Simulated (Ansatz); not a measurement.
# Sn: elastic constants, part 1 of 2

Aim: the elastic tensor from the stress of slightly strained cells, and the moduli that follow. Runs: reference run (LAPW); at 5 GPa (LAPW). Companion runs by PAW are cited.

Method: DFT PBEsol, all-electron LAPW, scalar-relativistic unless said, in Ansatz 0.2.0.

## (1) The structure to begin with

Symmetry: Fd-3m, No. 227, cubic system. Conventional cell: a = 6.541 Å, b = 6.541 Å, c = 6.541 Å, α = 90.00°, β = 90.00°, γ = 90.00°. Sn (site symmetry -43m) has 4 Sn at 2.83 Å as nearest neighbours.

Coordinates:

```
CELL_PARAMETERS angstrom
0.00000 3.27039 3.27039
3.27039 0.00000 3.27039
3.27039 3.27039 0.00000
ATOMIC_POSITIONS crystal
Sn 0.50000 0.50000 0.50000
Sn 0.75000 0.75000 0.75000
```

Cartesian axes are those of the input's lattice vectors. The structure goes back to a database entry.

## (2) Reference run, LAPW

input.yaml

```yaml
crystal:
  lattice:
    - [0.0, 3.27038945088, 3.27038945088]
    - [3.27038945088, 0.0, 3.27038945088]
    - [3.27038945088, 3.27038945088, 0.0]
  atoms:
    - { symbol: Sn, position: [0.5, 0.5, 0.5] }
    - { symbol: Sn, position: [0.75, 0.75, 0.75] }
kpoints:
  mp_grid: { grid: [14, 14, 14] }
scf:
  occupations: { method: fermi_dirac, width: 0.1 }
hamiltonian:
  xc: pbesol
  pseudopotentials: { kind: all_electron, lapw: { basis_error: 0.001 } }
elastic:
  mode: relaxed_ion
  stencil: two_point
  amplitude: 0.005
```

The run is started by

```
$ ansatz run input.yaml --threads 1 --pin off --max-ram 2048MiB --backend cpu --events-out ev --progress --plain --runs-dir out
```

Standard output:

```text
LAPW: plane waves up to 8.405 Å⁻¹, error target 1.0e-3 eV per atom; small_component_spin mean_spin; Sn in spheres of 1.374 Å, 22 of its electrons in bands, Dirac shells [] (how accurate: hamiltonian.pseudopotentials.lapw.basis_error, Limitations)
Engine: ansatz 0.2.0
Pseudopotentials: kind: all_electron
Pseudopotential: Sn, LAPW, valence charge 22, lapw/all_electron/scalar/gaussian/Sn, Koelling and Harmon's equation, gaussian nucleus
Functional definition: PBEsol
  exchange = pbesol_x
  correlation = pbesol_c
Crystal: 2 atoms, lattice volume = 69.957 Å³
Basis set: ecut = 269.13318276844745 eV, 725 PW (Γ), exchange–correlation at level 2
Bands: 27, of which v1, the nominal top of the filled ones, is band 22 counted from 1 (21 counted from 0)
Symmetry: 48 space group operations
Space group: Fd-3m (ITA 227), of the structure as read, at distance tolerance 4.1e-5 Å
k-points: 104 of 2744
Non-local potential: Sn, projectors of the file, none
Initial density: superposition of atomic densities (chi_scale 0.1, normalization cell)
Initial wavefunctions: plane waves of lowest kinetic energy (no species holds an atomic orbital)
Functional: x = pbesol(κ = 0.804, μ = 0.12345679012345678), c = pbesol(β = 0.046)
iter 1 solved again at ethr=6.04e-4 eV; its pass at ethr=1.00e-1 eV (dr2=2.66e-1 eV) is discarded
SCF iter   1: F=—  HF=-336030.077291 eV  |F-HF|=—  |Δ(HF+E_count)|=         —  Δρ=1.79e-2  dr2=2.69e-1  ethr=6.04e-4  ⟨swp⟩=2.9  Hψ=18095  notcnv=0
preconditioner: auto → Kerker (q_TF=auto, 2.525 Å⁻¹)  [metal: Δε(μ)=0.078 eV  Ē_g=20.628 eV  σ=0.100 eV  W_gap=0.19  n_scr=14 (ndim 8)  ℏωp=23.5 eV  f_vac=0.132  D(μ)=0.13/eV (n_scr^D=0)]
SCF iter   2: F=—  HF=-336030.041481 eV  |F-HF|=—  |Δ(HF+E_count)|=   3.58e-2  Δρ=1.24e-2  dr2=1.64e-1  ethr=6.04e-4  ⟨swp⟩=2.0  Hψ=7831  notcnv=0
SCF iter   3: F=—  HF=-336030.016110 eV  |F-HF|=—  |Δ(HF+E_count)|=   2.54e-2  Δρ=4.48e-3  dr2=3.39e-2  ethr=3.73e-4  ⟨swp⟩=2.0  Hψ=7882  notcnv=0
SCF iter   4: F=—  HF=-336030.004252 eV  |F-HF|=—  |Δ(HF+E_count)|=   1.19e-2  Δρ=2.20e-3  dr2=9.06e-3  ethr=7.70e-5  ⟨swp⟩=2.0  Hψ=7838  notcnv=0
SCF iter   5: F=—  HF=-336030.004096 eV  |F-HF|=—  |Δ(HF+E_count)|=         —  Δρ=9.34e-4  dr2=1.17e-3  ethr=2.06e-5  ⟨swp⟩=2.0  Hψ=7841  notcnv=0
the basis was enlarged: its passes take 106.8 KiB over the memory plan, 1 of 1 planned eigensolver slots
iter 6 solved again at ethr=1.81e-7 eV; its pass at ethr=2.66e-6 eV (dr2=7.97e-5 eV) is discarded
SCF iter   6: F=—  HF=-336030.005047 eV  |F-HF|=—  |Δ(HF+E_count)|=   9.51e-4  Δρ=2.63e-4  dr2=7.97e-5  ethr=1.81e-7  ⟨swp⟩=2.0  Hψ=13999  notcnv=0
SCF iter   7: F=—  HF=-336030.005156 eV  |F-HF|=—  |Δ(HF+E_count)|=   1.09e-4  Δρ=3.91e-5  dr2=1.02e-6  ethr=1.81e-7  ⟨swp⟩=3.0  Hψ=8284  notcnv=0
SCF iter   8: F=—  HF=-336030.005159 eV  |F-HF|=—  |Δ(HF+E_count)|=   3.74e-6  Δρ=1.12e-5  dr2=5.61e-8  ethr=2.32e-9  ⟨swp⟩=3.0  Hψ=8290  notcnv=0
SCF iter   9: F=—  HF=-336030.005160 eV  |F-HF|=—  |Δ(HF+E_count)|=   3.92e-7  Δρ=1.50e-6  dr2=1.84e-9  ethr=1.27e-10  ⟨swp⟩=3.1  Hψ=8296  notcnv=0
SCF iter  10: F=—  HF=-336030.005160 eV  |F-HF|=—  |Δ(HF+E_count)|=   6.11e-9  Δρ=4.49e-7  dr2=1.53e-10  ethr=4.19e-12  ⟨swp⟩=3.0  Hψ=8286  notcnv=0
SCF iter  11: F=—  HF=-336030.005160 eV  |F-HF|=—  |Δ(HF+E_count)|=  2.91e-10  Δρ=5.83e-8  dr2=2.36e-12  ethr=2.15e-12 (applied; sched 1.00e-12)  ⟨swp⟩=3.0  Hψ=8077  notcnv=0
SCF iter  12: F=-336030.005160 eV  HF=-336030.005160 eV  |F-HF|=2.91e-10  |Δ(HF+E_count)|=  3.49e-10  Δρ=1.48e-8  dr2=9.32e-14  ethr=2.04e-12 (applied; sched 1.00e-12)  ⟨swp⟩=2.0  Hψ=7834  notcnv=0
SCF 1 converged in 12 iterations: F = -336030.005160 eV  dr2 = 9.32e-14
Crystal: 2 atoms, lattice volume = 69.607 Å³
Basis set: ecut = 270.0340480282075 eV, 725 PW (Γ), exchange–correlation at level 2
Symmetry: 16 space group operations
k-points: 244 of 2744
Initial density: handed on by an earlier stage of this run
Initial wavefunctions: plane waves of lowest kinetic energy (no species holds an atomic orbital; no wavefunctions were taken with the density)
iter 1 solved again at ethr=5.68e-8 eV; its pass at ethr=1.00e-1 eV (dr2=2.50e-5 eV) is discarded
SCF iter   1: F=—  HF=-336030.004817 eV  |F-HF|=—  |Δ(HF+E_count)|=         —  Δρ=1.09e-4  dr2=7.56e-6  ethr=5.68e-8  ⟨swp⟩=5.8  Hψ=57303  notcnv=0
preconditioner: auto → none  [metal: Δε(μ)=0.045 eV  Ē_g=20.735 eV  σ=0.100 eV  W_gap=0.11  n_scr=14 (ndim 8)  ℏωp=23.6 eV  f_vac=0.194  D(μ)=0.14/eV (n_scr^D=0)]
SCF iter   2: F=—  HF=-336030.004819 eV  |F-HF|=—  |Δ(HF+E_count)|=   1.91e-6  Δρ=5.35e-5  dr2=1.80e-6  ethr=1.72e-8  ⟨swp⟩=2.0  Hψ=18372  notcnv=0
iter 3 solved again at ethr=1.52e-11 eV; its pass at ethr=4.09e-9 eV (dr2=6.69e-9 eV) is discarded
SCF iter   3: F=—  HF=-336030.004820 eV  |F-HF|=—  |Δ(HF+E_count)|=   9.69e-7  Δρ=3.55e-6  dr2=6.74e-9  ethr=1.52e-11  ⟨swp⟩=2.8  Hψ=32846  notcnv=0
SCF iter   4: F=—  HF=-336030.004820 eV  |F-HF|=—  |Δ(HF+E_count)|=   1.15e-8  Δρ=1.32e-6  dr2=1.17e-9  ethr=1.52e-11  ⟨swp⟩=3.0  Hψ=19014  notcnv=0
SCF iter   5: F=—  HF=-336030.004820 eV  |F-HF|=—  |Δ(HF+E_count)|=   1.40e-9  Δρ=1.94e-7  dr2=2.76e-11  ethr=2.67e-12  ⟨swp⟩=3.0  Hψ=19402  notcnv=0
SCF iter   6: F=—  HF=-336030.004820 eV  |F-HF|=—  |Δ(HF+E_count)|=  2.33e-10  Δρ=2.55e-8  dr2=5.34e-13  ethr=2.10e-12 (applied; sched 1.00e-12)  ⟨swp⟩=2.1  Hψ=18389  notcnv=0
SCF iter   7: F=-336030.004820 eV  HF=-336030.004820 eV  |F-HF|=2.91e-10  |Δ(HF+E_count)|=  6.98e-10  Δρ=2.37e-9  dr2=3.63e-15  ethr=2.04e-12 (applied; sched 1.00e-12)  ⟨swp⟩=2.0  Hψ=18363  notcnv=0
SCF 2 converged in 7 iterations: F = -336030.004820 eV  dr2 = 3.63e-15
Crystal: 2 atoms, lattice volume = 70.306 Å³
Basis set: ecut = 268.2397935827217 eV, 725 PW (Γ), exchange–correlation at level 2
iter 1 solved again at ethr=8.12e-8 eV; its pass at ethr=1.00e-1 eV (dr2=3.57e-5 eV) is discarded
SCF iter   1: F=—  HF=-336030.004823 eV  |F-HF|=—  |Δ(HF+E_count)|=         —  Δρ=1.08e-4  dr2=7.64e-6  ethr=8.12e-8  ⟨swp⟩=5.7  Hψ=56695  notcnv=0
preconditioner: auto → none  [metal: Δε(μ)=0.053 eV  Ē_g=20.696 eV  σ=0.100 eV  W_gap=0.13  n_scr=14 (ndim 8)  ℏωp=23.4 eV  f_vac=0.200  D(μ)=0.15/eV (n_scr^D=0)]
SCF iter   2: F=—  HF=-336030.004825 eV  |F-HF|=—  |Δ(HF+E_count)|=   1.92e-6  Δρ=5.29e-5  dr2=1.81e-6  ethr=1.74e-8  ⟨swp⟩=2.0  Hψ=18370  notcnv=0
iter 3 solved again at ethr=1.12e-11 eV; its pass at ethr=4.12e-9 eV (dr2=4.95e-9 eV) is discarded
SCF iter   3: F=—  HF=-336030.004826 eV  |F-HF|=—  |Δ(HF+E_count)|=   9.62e-7  Δρ=2.99e-6  dr2=4.99e-9  ethr=1.12e-11  ⟨swp⟩=2.9  Hψ=32876  notcnv=0
SCF iter   4: F=—  HF=-336030.004826 eV  |F-HF|=—  |Δ(HF+E_count)|=   3.49e-9  Δρ=5.23e-7  dr2=3.59e-10  ethr=1.12e-11  ⟨swp⟩=3.0  Hψ=19389  notcnv=0
SCF iter   5: F=—  HF=-336030.004826 eV  |F-HF|=—  |Δ(HF+E_count)|=  5.24e-10  Δρ=1.39e-7  dr2=1.19e-11  ethr=2.15e-12 (applied; sched 1.00e-12)  ⟨swp⟩=3.0  Hψ=19001  notcnv=0
SCF iter   6: F=—  HF=-336030.004826 eV  |F-HF|=—  |Δ(HF+E_count)|=  5.82e-11  Δρ=2.40e-8  dr2=3.63e-13  ethr=2.05e-12 (applied; sched 1.00e-12)  ⟨swp⟩=2.0  Hψ=18363  notcnv=0
SCF iter   7: F=-336030.004826 eV  HF=-336030.004826 eV  |F-HF|=5.82e-11  |Δ(HF+E_count)|=  4.66e-10  Δρ=2.83e-9  dr2=7.60e-15  ethr=2.05e-12 (applied; sched 1.00e-12)  ⟨swp⟩=2.0  Hψ=18363  notcnv=0
SCF 3 converged in 7 iterations: F = -336030.004826 eV  dr2 = 7.60e-15
Crystal: 2 atoms, lattice volume = 69.956 Å³
Basis set: ecut = 269.13430416254954 eV, 725 PW (Γ), exchange–correlation at level 2
Symmetry: 8 space group operations
k-points: 428 of 2744
iter 1 solved again at ethr=1.96e-7 eV; its pass at ethr=1.00e-1 eV (dr2=8.61e-5 eV) is discarded
SCF iter   1: F=—  HF=-336030.004920 eV  |F-HF|=—  |Δ(HF+E_count)|=         —  Δρ=2.21e-4  dr2=6.40e-5  ethr=1.96e-7  ⟨swp⟩=5.2  Hψ=97819  notcnv=0
preconditioner: auto → none  [metal: Δε(μ)=0.024 eV  Ē_g=20.716 eV  σ=0.100 eV  W_gap=0.06  n_scr=14 (ndim 8)  ℏωp=23.5 eV  f_vac=0.197  D(μ)=0.15/eV (n_scr^D=0)]
iter 2 solved again at ethr=4.79e-9 eV; its pass at ethr=1.46e-7 eV (dr2=2.11e-6 eV) is discarded
SCF iter   2: F=—  HF=-336030.004896 eV  |F-HF|=—  |Δ(HF+E_count)|=   2.43e-5  Δρ=5.55e-5  dr2=2.10e-6  ethr=4.79e-9  ⟨swp⟩=2.0  Hψ=56519  notcnv=0
SCF iter   3: F=—  HF=-336030.004895 eV  |F-HF|=—  |Δ(HF+E_count)|=   7.45e-7  Δρ=2.27e-5  dr2=3.45e-7  ethr=4.76e-9  ⟨swp⟩=2.0  Hψ=32211  notcnv=0
SCF iter   4: F=—  HF=-336030.004895 eV  |F-HF|=—  |Δ(HF+E_count)|=   4.38e-8  Δρ=4.20e-6  dr2=9.02e-9  ethr=7.84e-10  ⟨swp⟩=3.0  Hψ=33164  notcnv=0
SCF iter   5: F=—  HF=-336030.004895 eV  |F-HF|=—  |Δ(HF+E_count)|=   9.78e-9  Δρ=2.96e-7  dr2=5.26e-11  ethr=2.05e-11  ⟨swp⟩=3.0  Hψ=34009  notcnv=0
SCF iter   6: F=—  HF=-336030.004895 eV  |F-HF|=—  |Δ(HF+E_count)|=  1.16e-10  Δρ=4.86e-8  dr2=1.72e-12  ethr=2.04e-12 (applied; sched 1.00e-12)  ⟨swp⟩=2.0  Hψ=32206  notcnv=0
SCF iter   7: F=—  HF=-336030.004895 eV  |F-HF|=—  |Δ(HF+E_count)|=  1.16e-10  Δρ=1.91e-8  dr2=2.19e-13  ethr=2.04e-12 (applied; sched 1.00e-12)  ⟨swp⟩=2.0  Hψ=32206  notcnv=0
SCF iter   8: F=-336030.004895 eV  HF=-336030.004895 eV  |F-HF|=1.16e-10  |Δ(HF+E_count)|=  4.07e-10  Δρ=2.92e-9  dr2=4.63e-15  ethr=2.04e-12 (applied; sched 1.00e-12)  ⟨swp⟩=2.0  Hψ=32206  notcnv=0
SCF 4 converged in 8 iterations: F = -336030.004895 eV  dr2 = 4.63e-15
relax step   1: F+E_penalty+E_count = -336030.00489528 eV  Δ(F+E_penalty+E_count) = +0.000e0 eV  max|allowed force component| = 4.120e-2 eV/Å  Δτ_max = 0.0000 Å  (8 SCF iters, accepted)
[... 13 lines left out ...]
relax step   2: F+E_penalty+E_count = -336030.00476767 eV  Δ(F+E_penalty+E_count) = +1.276e-4 eV  max|allowed force component| = 5.962e-2 eV/Å  Δτ_max = 0.0069 Å  (8 SCF iters, rejected (line search))
[... 11 lines left out ...]
relax step   3: F+E_penalty+E_count = -336030.00501200 eV  Δ(F+E_penalty+E_count) = -1.167e-4 eV  max|allowed force component| = 8.441e-6 eV/Å  Δτ_max = 0.0028 Å  (8 SCF iters, accepted)
[... 17 lines left out ...]
relax step   1: F+E_penalty+E_count = -336030.00489528 eV  Δ(F+E_penalty+E_count) = +0.000e0 eV  max|allowed force component| = 4.120e-2 eV/Å  Δτ_max = 0.0000 Å  (8 SCF iters, accepted)
[... 11 lines left out ...]
relax step   2: F+E_penalty+E_count = -336030.00501200 eV  Δ(F+E_penalty+E_count) = -1.167e-4 eV  max|allowed force component| = 3.978e-7 eV/Å  Δτ_max = 0.0028 Å  (7 SCF iters, accepted)
iter 1 solved again at ethr=1.00e-12 eV; its pass at ethr=1.00e-1 eV (dr2=6.33e-15 eV) is discarded
SCF iter   1: F=—  HF=-336030.005012 eV  |F-HF|=—  |Δ(HF+E_count)|=         —  Δρ=4.57e-9  dr2=1.41e-14  ethr=2.34e-12 (applied; sched 1.00e-12)  ⟨swp⟩=7.8  Hψ=58277  notcnv=0
SCF iter   2: F=-336030.005012 eV  HF=-336030.005012 eV  |F-HF|=3.49e-10  |Δ(HF+E_count)|=   3.90e-9  Δρ=2.30e-9  dr2=3.47e-15  ethr=2.04e-12 (applied; sched 1.00e-12)  ⟨swp⟩=2.0  Hψ=32205  notcnv=0
SCF 10 converged in 2 iterations: F = -336030.005012 eV  dr2 = 3.47e-15
SCF converged after 12 iterations
Free energy (F): -336030.005160 eV
Harris-Foulkes:  -336030.005160 eV  (|F-HF|=2.91e-10)
Internal energy: -336030.000023 eV  (E = F + TS)
E sigma→0 (E₀):  -336030.002591 eV
Entropy (-TS):   -0.005137 eV (-2.568 meV/atom)
Fermi energy:    9.700516 eV
--- Per-component energies (eV) ---
  E_band       = -1576.916366
  E_kinetic    = 353382.249718
  E_xc         = -8844.365834
  E_electrostatic = -680567.883907  (all electrons and nuclei)
  E_smearing   = -0.005137  (= −TS)
  E_closure    = 0.000000  (closes the sum)
  E_atoms      = -336021.595641  (free atoms, spherical and without spin; not in F)
  Σ components = -336030.005160   (vs F -336030.005160, Δ=0.00e0)
  Basis errors (estimates in eV, not in F): energy 4.4e-4 per atom: plane waves 4.0e-4 (2.3e-4 summed), levels above the bands 1.7e-28, relativity 1.7e-8, radial functions 4.3e-5, core shells 7.9e-8; eigenvalues (radial functions only) 1.6e-7; not estimated: angular momenta, meshes, grids; target (lapw.basis_error) 1.0e-3; muffin-tin radii Sn 1.374 Å
--- Forces (eV/Å), atoms counted from 1 ---
  atom   1  Sn     0.00000000    -0.00000000    -0.00000000
  atom   2  Sn    -0.00000000     0.00000000    -0.00000000
  max |Σ_I F_I| component: 1.26e-18 eV/Å
--- Stress (GPa, compression-positive) ---
        0.000478       0.000000       0.000000
        0.000000       0.000478      -0.000000
        0.000000      -0.000000       0.000478
  P = ⅓ Tr σ = 0.0005 GPa (0.005 kbar)
--- Band table (eV; the first three rows and the last of 104) ---
  k-point 0: bands = ["-119.5583", "-119.5557", "-75.3951", "-75.3951", "-75.3951", "-75.3823", "-75.3823", "-75.3823", "-11.9062", "-11.9062", "-11.9062", "-11.8484", "-11.8484", "-11.5562", "-11.5562", "-11.5562", "-11.5493", "-11.5493", "-0.8031", "8.8171", "9.7574", "9.7574", "9.7574", "11.8175", "11.8175", "11.8175", "14.5118"]
[... 3 lines left out ...]
--- Elastic constants: 2 strain directions × 2 members + reference (group order 48) ---
  dense FFT box of the reference and of every strained cell: 30×30×30
  strains applied: 11, 23; error gains: componentwise 1.00 (the most a stress slope's error grows in a printed constant), spectral 1.73 (1 for all six strains in a standard setting)
  C = ∂σ_k/∂η_j (tension-positive GPa; Voigt order 11 22 33 23 13 12):
        61.693     31.346     31.346      0.000      0.000     -0.000
        31.346     61.693     31.346     -0.000     -0.000      0.000
        31.346     31.346     61.693     -0.000     -0.000      0.000
         0.000     -0.000     -0.000     27.078      0.000     -0.000
         0.000     -0.000     -0.000     -0.000     27.078      0.000
         0.000     -0.000     -0.000      0.000     -0.000     27.078
  reference stress σ⁰ (GPa):     -0.000     -0.000     -0.000      0.000     -0.000     -0.000
  no Pulay correction (none for the plane-wave cutoff is built on LAPW): the batch's stresses and constants are at fixed plane waves
  C* (energy form; C + prestress term) asymmetry max|C*_kj − C*_jk| = 1.853e-16 GPa — a small one proves nothing (zero by symmetry where the batch's group is 432, −43m or m−3m); a large one is finite-difference/SCF noise where every solve meets its electron count
  moduli (Voigt/Reuss/Hill, GPa): K = 41.46/41.46/41.46   G = 22.32/20.61/21.46   E = 54.91   ν = 0.279
  mechanically stable: yes (min eigenvalue of sym C = 27.08 GPa)
  where every solve meets its electron count the energy-path curvature estimates C_jj along a normal strain and C_jj − ¼(σ⁰_aa + σ⁰_bb) along a shear (ab), closely only under elastic.basis: deformed
  strain η (Voigt 11):  stress-route row diagonal C_11 = 61.69 GPa, energy-path curvature d²(F+E_count)/dδ²/Ω₀ = 61.69 GPa
         δ    σ_11 (GPa)             F (eV)   n_scf  n_hpsi   n_pw
    -5.000e-3      -0.3114     -336030.0048202       7  186757    725   relax 0 steps, max|allowed force component| 6.94e-18 eV/Å
     5.000e-3       0.3055     -336030.0048259       7  186127    725   relax 0 steps, max|allowed force component| 7.59e-18 eV/Å
  strain η (Voigt 23):  stress-route row diagonal C_44 = 27.08 GPa, energy-path curvature d²(F+E_count)/dδ²/Ω₀ = 27.08 GPa
         δ    σ_23 (GPa)             F (eV)   n_scf  n_hpsi   n_pw
    -5.000e-3      -0.1354     -336030.0050120       2   95424    725   relax 3 steps, max|allowed force component| 8.44e-6 eV/Å
     5.000e-3       0.1354     -336030.0050120       2   95896    725   relax 2 steps, max|allowed force component| 3.98e-7 eV/Å
```

Wall time 15 min (1 thread of Intel Xeon Platinum 8375C at 2.90GHz (Ice Lake), shared host); peak memory 1.5 GiB.

C in GPa (Voigt order xx, yy, zz, yz, xz, xy):

```
61.7 31.3 31.3  0.0  0.0  0.0
31.3 61.7 31.3  0.0  0.0  0.0
31.3 31.3 61.7  0.0  0.0  0.0
 0.0  0.0  0.0 27.1  0.0  0.0
 0.0  0.0  0.0  0.0 27.1  0.0
 0.0  0.0  0.0  0.0  0.0 27.1
```

(Continued in part 2 of 2.)
